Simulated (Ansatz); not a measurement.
Here is an Ansatz 0.2.0 calculation.

Contents of input.yaml:

```yaml
crystal:
  lattice:
    - [-1.62691493, 1.62691493, 1.32032985]
    - [1.62691493, -1.62691493, 1.32032985]
    - [1.62691493, 1.62691493, -1.32032985]
  atoms:
    - { symbol: Si, position: [0.0, 0.0, 0.0] }
hamiltonian:
  xc: pbe
  pseudopotentials: { kind: paw }
kpoints:
  mp_grid: { grid: [13, 13, 13] }
scf:
  occupations: { method: gaussian, width: 0.014 }
output:
  forces: true
  stress: true
  eigenvalues: true
```

Potentials or basis: Ansatz PAW.

The run is started by

```console
$ ansatz run input.yaml --threads 2 --pin off --max-ram 5632MiB --backend cpu --events-out ev --progress --plain --runs-dir out
```

**Question.** Estimate the band gap on the k mesh.

**Answer.** None (metal or under the smearing width).

**Question.** What does it give for the pressure?

**Answer.** 3.4 GPa.

Stress tensor (GPa, compression positive):
```
4.91 0.00 0.00
0.00 4.91 0.00
0.00 0.00 0.33
```
